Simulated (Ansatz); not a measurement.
# Al2Cu (P4/mmm) in Ansatz: settings compared

The runs below take Al2Cu through single point, equation of state, phonons, with r2SCAN, PBEsol.

All numbers are computed with Ansatz 0.2.0; they aren't measurements. Logs are shortened: lines on timing, memory, paths and dates and some standing lists are left out, and cuts for length are marked.

**1. The structure**

Symmetry: P4/mmm, No. 123, tetragonal system. The conventional cell has a = 4.105 Å, b = 4.105 Å, c = 2.891 Å, α = 90.00°, β = 90.00°, γ = 90.00°. Around Cu (site symmetry 4/mmm) lie 8 Al at 2.51 Å. Al (site symmetry mmm) has 4 Cu at 2.51 Å as nearest neighbours.

The cell comes from a database or a generator and needn't be the stable form of this composition.

**2. Single point, r2SCAN, 15.27 Å³/atom (volume scaled by 0.94)**

input.yaml reads:

```yaml
crystal:
  lattice:
    - [4.0213792609, 0.0, 0.0]
    - [0.0, 4.0213792609, 0.0]
    - [0.0, 0.0, 2.8322900507]
  atoms:
    - { symbol: Cu, position: [0.0, 0.0, 0.0] }
    - { symbol: Al, position: [0.0, 0.5, 0.5] }
    - { symbol: Al, position: [0.5, 0.0, 0.5] }
hamiltonian:
  xc: r2scan
  pseudopotentials: { kind: paw }
kpoints:
  mp_grid: { grid: [7, 7, 9] }
scf:
  occupations: { method: fermi_dirac, width: 0.05 }
output:
  forces: true
  stress: true
  eigenvalues: true
  write_density: true
  write_potential: true
  elf: true
  volumetric_format: npy
```

Potentials or basis: Ansatz PAW.

Started as:

```
ansatz run input.yaml --threads 2 --pin off --max-ram 5632MiB --backend cpu --events-out ev --progress --plain --runs-dir out
```

The program printed:

```text
Warning: RAYON_NUM_THREADS=2 ignored (pool sized by the plan → 2); use --threads N
Engine: ansatz 0.2.0, aarch64-unknown-linux-gnu
Pseudopotentials: kind: paw
Pseudopotential: Cu, paw, valence charge 19, recommended cutoff 500 eV (meta_gga), Cu.paw.azcp
Pseudopotential: Al, paw, valence charge 3, recommended cutoff 500 eV (meta_gga), Al.paw.azcp
Functional definition: r2SCAN
  parameter k0 = 0.174
  parameter k1 = 0.065
  parameter a1 = 4.9479
  exchange = r2scan_x(k0 = k0, k1 = k1, a1 = a1)
  correlation = r2scan_c
Crystal: 3 atoms, lattice volume = 45.802 Å³
Basis set: ecut = 500 eV, 1163 PW (Γ), exchange–correlation on 120×120×96 points (64 copies of the dense FFT grid, shifted against one another)
Bands: 17, of which v1, the nominal top of the filled ones, is band 13 counted from 1 (12 counted from 0)
Symmetry: 16 space group operations
Space group: P4/mmm (ITA 123), of the structure as read, at distance tolerance 3.6e-5 Å
k-points: 50 of 441
Non-local potential: Cu, projectors of the file, l = 0: 3, l = 1: 2, l = 2: 3, l = 3: 1
Non-local potential: Al, projectors of the file, l = 0: 2, l = 1: 2, l = 2: 1
PAW form: soft (Blöchl's): semilocal exchange-correlation on the pseudo side does not see the compensation charge
PAW frozen core: Cu, regenerated for the run's functional (the file was generated under x = pbe(κ = 0.804, μ = 0.2195149727645171), c = pbe(β = 0.06672455060314922))
PAW frozen core: Al, regenerated for the run's functional (the file was generated under x = pbe(κ = 0.804, μ = 0.2195149727645171), c = pbe(β = 0.06672455060314922))
PAW one-centre angular grid: Cu, 590 points (default); XC on 160 Gauss nodes
PAW one-centre angular grid: Al, 302 points (default); XC on 160 Gauss nodes
Initial density: superposition of atomic densities (neutral atoms: chi_scale 0, normalization atom), corrected by the library's trained network
Initial wavefunctions: pseudopotential atomic-orbital guess
Functional: x = r2scan, c = r2scan; τ floored in thin density (d = 2e-4 eV/Å³)
SCF iter   1: F=—  HF=-7712.138664 eV  |F-HF|=—  |Δ(HF+E_count)|=         —  Δρ=1.57e-2  dr2=7.65e-2  dr2_τ=1.18e-2  ethr=1.77e-3  ⟨swp⟩=5.8  Hψ=4561  notcnv=0
preconditioner: auto → Kerker (q_TF=auto, 2.466 Å⁻¹)  [metal: Δε(μ)=0.017 eV  Ē_g=9.121 eV  σ=0.050 eV  W_gap=0.09  n_scr=10 (ndim 8)  ℏωp=22.6 eV  f_vac=0.000  D(μ)=1.32/eV (n_scr^D=10)]
SCF iter   2: F=—  HF=-7712.163547 eV  |F-HF|=—  |Δ(HF+E_count)|=   2.49e-2  Δρ=1.09e-2  dr2=2.87e-2  dr2_τ=4.02e-4  ethr=3.06e-4  ⟨swp⟩=2.2  Hψ=1859  notcnv=0  defer=8
SCF iter   3: F=—  HF=-7712.153700 eV  |F-HF|=—  |Δ(HF+E_count)|=   9.85e-3  Δρ=3.44e-3  dr2=5.76e-3  dr2_τ=2.33e-5  ethr=1.15e-4  ⟨swp⟩=2.1  Hψ=1452  notcnv=0  defer=8
SCF iter   4: F=—  HF=-7712.152460 eV  |F-HF|=—  |Δ(HF+E_count)|=   1.24e-3  Δρ=7.95e-4  dr2=2.78e-4  dr2_τ=4.43e-6  ethr=2.30e-5  ⟨swp⟩=1.8  Hψ=1255  notcnv=0  defer=8
SCF iter   5: F=—  HF=-7712.152472 eV  |F-HF|=—  |Δ(HF+E_count)|=   1.20e-5  Δρ=4.69e-4  dr2=8.77e-5  dr2_τ=5.39e-7  ethr=1.11e-6  ⟨swp⟩=2.4  Hψ=1267  notcnv=0  defer=8
SCF iter   6: F=—  HF=-7712.152444 eV  |F-HF|=—  |Δ(HF+E_count)|=   2.78e-5  Δρ=1.34e-4  dr2=7.85e-6  dr2_τ=3.94e-8  ethr=3.51e-7  ⟨swp⟩=2.2  Hψ=1269  notcnv=0  defer=8
SCF iter   7: F=—  HF=-7712.152445 eV  |F-HF|=—  |Δ(HF+E_count)|=   8.09e-7  Δρ=5.70e-5  dr2=1.16e-6  dr2_τ=2.60e-9  ethr=3.14e-8  ⟨swp⟩=2.1  Hψ=1247  notcnv=0  defer=8
SCF iter   8: F=-7712.152444 eV  HF=-7712.152444 eV  |F-HF|=8.37e-11  |Δ(HF+E_count)|=   5.14e-8  Δρ=4.28e-6  dr2=1.19e-8  dr2_τ=4.16e-11  ethr=4.00e-10  ⟨swp⟩=6.8  Hψ=5368  notcnv=0
SCF 1 converged in 8 iterations: F = -7712.152444 eV  dr2 = 1.19e-8
SCF converged after 8 iterations
Free energy (F): -7712.152444 eV
Harris-Foulkes:  -7712.152444 eV  (|F-HF|=8.37e-11)
Internal energy: -7712.142295 eV  (E = F + TS)
E sigma→0 (E₀):  -7712.147370 eV
Entropy (-TS):   -0.010150 eV (-3.383 meV/atom)
Fermi energy:    10.096933 eV
--- Per-component energies (eV) ---
  E_band       = -510.501541
  E_kinetic    = 347.757327
  E_local      = -6108.527325  (includes V_loc(G=0)·N_el)
  E_nonlocal   = 408.060221
  E_hartree    = 2753.830741
  E_xc         = -158.978251
  E_vxc        = -190.215542  (∫ρ·V_xc dr)
  E_paw        = -2618.714119  (= ΣΔE_a)
  E_vpaw       = -487.350281  (= ΣTr[D̂ρ^β])
  E_aug_tail   = 0.000143  (compensation charges beyond the density's cutoff)
  E_vtau       = 12.105710  (kinetic-family band-sum trace: ∫τ·v_τ [+ j·A + Jᵃ·Aᵃ] dr)
  E_ewald      = -2335.149708
  E_core_change = -0.421324  (= ΣΔE_core)
  E_smearing   = -0.010150  (= −TS)
  E_closure    = -0.000000  (closes the sum)
  Σ components = -7712.152444   (vs F -7712.152444, Δ=0.00e0)
--- Forces (eV/Å), atoms counted from 1 ---
  atom   1  Cu    -0.00000000    -0.00000000     0.00000000
  atom   2  Al     0.00000000     0.00000000     0.00000000
  atom   3  Al    -0.00000000    -0.00000000     0.00000000
  max |Σ_I F_I| component: 8.38e-31 eV/Å
--- Stress (GPa, compression-positive) ---
        4.885499       0.000000       0.000000
        0.000000       4.885499       0.000000
        0.000000       0.000000       3.600199
  P = ⅓ Tr σ = 4.4571 GPa (44.571 kbar)
--- Band table (eV; the first three rows and the last of 50) ---
  k-point 0: bands = ["-108.1023", "-63.9061", "-63.9061", "-63.8915", "-1.4774", "4.2317", "4.6910", "5.4366", "5.7056", "5.7056", "7.3524", "7.3524", "10.3905", "11.0676", "16.7619", "17.0405", "17.0405"]
  k-point 1: bands = ["-108.1022", "-63.9059", "-63.9059", "-63.8935", "-1.2305", "4.3071", "4.7808", "5.4616", "5.4655", "5.4655", "7.7924", "7.7924", "10.5292", "11.2099", "13.8893", "17.2586", "17.2586"]
  k-point 2: bands = ["-108.1019", "-63.9055", "-63.9055", "-63.8987", "-0.4977", "4.4997", "4.9781", "5.0715", "5.0715", "5.5252", "8.8006", "8.8006", "10.7203", "10.9621", "11.7374", "17.7804", "17.7804"]
  k-point 49: bands = ["-108.1014", "-63.9083", "-63.9048", "-63.9048", "3.9650", "4.0620", "5.3342", "5.4254", "5.5244", "5.7664", "7.3131", "7.4325", "8.8152", "9.7368", "10.7774", "11.1622", "13.2918"]
```

Wall time 4.1 s (2 threads of Arm Neoverse V2, shared host); peak memory 0.43 GiB.

Results:

| Property | Result |
| --- | --- |
| Free energy | -7712.1524 eV |
| Pressure | 4.5 GPa |
| Band gap on the k mesh | none (metal or under the smearing width) |

Caveat: the PAW data sets come from PBE, with cores solved anew for the run's functional, which leaves a small shift of forces and pressure.

**3. Single point, r2SCAN, 15.59 Å³/atom (volume scaled by 0.96)**

Changes to input.yaml since step 2:

```diff
@@ -2,5 +2,5 @@
   lattice:
-    - [4.0213792609, 0.0, 0.0]
-    - [0.0, 4.0213792609, 0.0]
-    - [0.0, 0.0, 2.8322900507]
+    - [4.0496997663, 0.0, 0.0]
+    - [0.0, 4.0496997663, 0.0]
+    - [0.0, 0.0, 2.8522364125]
   atoms:
@@ -20,5 +20 @@
   eigenvalues: true
-  write_density: true
-  write_potential: true
-  elf: true
-  volumetric_format: npy
```

Potentials or basis: Ansatz PAW.

Started as:

```
ansatz run input.yaml --threads 2 --pin off --max-ram 5632MiB --backend cpu --events-out ev --progress --plain --runs-dir out
```

Wall time 3.4 s (2 threads of Arm Neoverse V2, shared host); peak memory 0.43 GiB.

It converged, with:

```yaml
Free_energy: -7712.1720 eV
Pressure: 2.0 GPa
Band_gap_on_the_k_mesh: none (metal or under the smearing width)
```

Caveat: the PAW data sets come from PBE, with cores solved anew for the run's functional, which leaves a small shift of forces and pressure.

**4. Single point, r2SCAN, 15.92 Å³/atom (volume scaled by 0.98)**

Changes to input.yaml since step 3:

```diff
@@ -2,5 +2,5 @@
   lattice:
-    - [4.0496997663, 0.0, 0.0]
-    - [0.0, 4.0496997663, 0.0]
-    - [0.0, 0.0, 2.8522364125]
+    - [4.0776296128, 0.0, 0.0]
+    - [0.0, 4.0776296128, 0.0]
+    - [0.0, 0.0, 2.8719076301]
   atoms:
@@ -20 +20,5 @@
   eigenvalues: true
+  write_density: true
+  write_potential: true
+  elf: true
+  volumetric_format: npy
```

Started as:

```
ansatz run input.yaml --threads 2 --pin off --max-ram 5632MiB --backend cpu --events-out ev --progress --plain --runs-dir out
```

Wall time 4.2 s (2 threads of Arm Neoverse V2, shared host); peak memory 0.43 GiB.

It converged, with:

| Quantity | Value |
| --- | --- |
| Free energy | -7712.1773 eV |
| Pressure | -0.2 GPa |
| Band gap on the k mesh | none (metal or under the smearing width) |

Caveat: the PAW data sets come from PBE, with cores solved anew for the run's functional, which leaves a small shift of forces and pressure.

**5. Single point, r2SCAN, 16.24 Å³/atom**

Changes to input.yaml since step 4:

```diff
@@ -2,5 +2,5 @@
   lattice:
-    - [4.0776296128, 0.0, 0.0]
-    - [0.0, 4.0776296128, 0.0]
-    - [0.0, 0.0, 2.8719076301]
+    - [4.105182, 0.0, 0.0]
+    - [0.0, 4.105182, 0.0]
+    - [0.0, 0.0, 2.891313]
   atoms:
@@ -20,5 +20 @@
   eigenvalues: true
-  write_density: true
-  write_potential: true
-  elf: true
-  volumetric_format: npy
```

Started as:

```
ansatz run input.yaml --threads 2 --pin off --max-ram 5632MiB --backend cpu --events-out ev --progress --plain --runs-dir out
```

Wall time 3.4 s (2 threads of Arm Neoverse V2, shared host); peak memory 0.43 GiB.

Results (log left out):

```
Free energy            : -7712.1701 eV
Pressure               : -2.1 GPa
Band gap on the k mesh : none (metal or under the smearing width)
```

Caveat: the PAW data sets come from PBE, with cores solved anew for the run's functional, which leaves a small shift of forces and pressure.

**6. Single point, r2SCAN, 16.57 Å³/atom (volume scaled by 1.02)**

Changes to input.yaml since step 5:

```diff
@@ -2,5 +2,5 @@
   lattice:
-    - [4.105182, 0.0, 0.0]
-    - [0.0, 4.105182, 0.0]
-    - [0.0, 0.0, 2.891313]
+    - [4.1323694281, 0.0, 0.0]
+    - [0.0, 4.1323694281, 0.0]
+    - [0.0, 0.0, 2.9104613262]
   atoms:
```

Potentials or basis: Ansatz PAW.

Started as:

```
ansatz run input.yaml --threads 2 --pin off --max-ram 5632MiB --backend cpu --events-out ev --progress --plain --runs-dir out
```

Wall time 3.5 s (2 threads of Arm Neoverse V2, shared host); peak memory 0.45 GiB.

Results (log left out):

* Free energy: -7712.1517 eV
* Pressure: -3.9 GPa
* Band gap on the k mesh: none (metal or under the smearing width)

Caveat: the PAW data sets come from PBE, with cores solved anew for the run's functional, which leaves a small shift of forces and pressure.

**7. Single point, r2SCAN, 16.89 Å³/atom (volume scaled by 1.04)**

Changes to input.yaml since step 6:

```diff
@@ -2,5 +2,5 @@
   lattice:
-    - [4.1323694281, 0.0, 0.0]
-    - [0.0, 4.1323694281, 0.0]
-    - [0.0, 0.0, 2.9104613262]
+    - [4.1592037477, 0.0, 0.0]
+    - [0.0, 4.1592037477, 0.0]
+    - [0.0, 0.0, 2.9293609553]
   atoms:
@@ -20 +20,5 @@
   eigenvalues: true
+  write_density: true
+  write_potential: true
+  elf: true
+  volumetric_format: npy
```

Started as:

```
ansatz run input.yaml --threads 2 --pin off --max-ram 5632MiB --backend cpu --events-out ev --progress --plain --runs-dir out
```

Wall time 4.5 s (2 threads of Arm Neoverse V2, shared host); peak memory 0.45 GiB.

The run converged. Its results:

* Free energy: -7712.1234 eV
* Pressure: -5.4 GPa
* Band gap on the k mesh: none (metal or under the smearing width)

Caveat: the PAW data sets come from PBE, with cores solved anew for the run's functional, which leaves a small shift of forces and pressure.

**8. Single point, r2SCAN, 17.22 Å³/atom (volume scaled by 1.06)**

Changes to input.yaml since step 7:

```diff
@@ -2,5 +2,5 @@
   lattice:
-    - [4.1592037477, 0.0, 0.0]
-    - [0.0, 4.1592037477, 0.0]
-    - [0.0, 0.0, 2.9293609553]
+    - [4.1856962056, 0.0, 0.0]
+    - [0.0, 4.1856962056, 0.0]
+    - [0.0, 0.0, 2.9480198084]
   atoms:
@@ -20,5 +20 @@
   eigenvalues: true
-  write_density: true
-  write_potential: true
-  elf: true
-  volumetric_format: npy
```

Started as:

```
ansatz run input.yaml --threads 2 --pin off --max-ram 5632MiB --backend cpu --events-out ev --progress --plain --runs-dir out
```

Run time: 3.7 s. Hardware: 2 threads of Arm Neoverse V2, shared host; peak memory 0.45 GiB.

It converged, with:

```
Free energy            : -7712.0864 eV
Pressure               : -6.8 GPa
Band gap on the k mesh : none (metal or under the smearing width)
```

Caveat: the PAW data sets come from PBE, with cores solved anew for the run's functional, which leaves a small shift of forces and pressure.

**9. Equation of state, r2SCAN**

Potentials or basis: Ansatz PAW.

No new run: the results of the series are fitted here.

What came out:

- Equilibrium volume: 15.89 Å³/atom
- Bulk modulus at fixed shape and positions: 102 GPa
- Pressure derivative of the bulk modulus: 4.8

Energy against volume, from the lowest point:
```tsv
volume (Å³/atom)	energy (meV/atom)
15.267	8.30
15.592	1.79
15.917	0.00
16.242	2.40
16.567	8.54
16.892	17.97
17.216	30.32
```

Caveat: the cell was scaled at fixed shape and fractional positions, which overstates the stiffness of a crystal with free parameters, most of all of layers and chains; the PAW data sets were made with another functional, which shifts forces and pressure a little.

(Continued in part 2 of 2.)
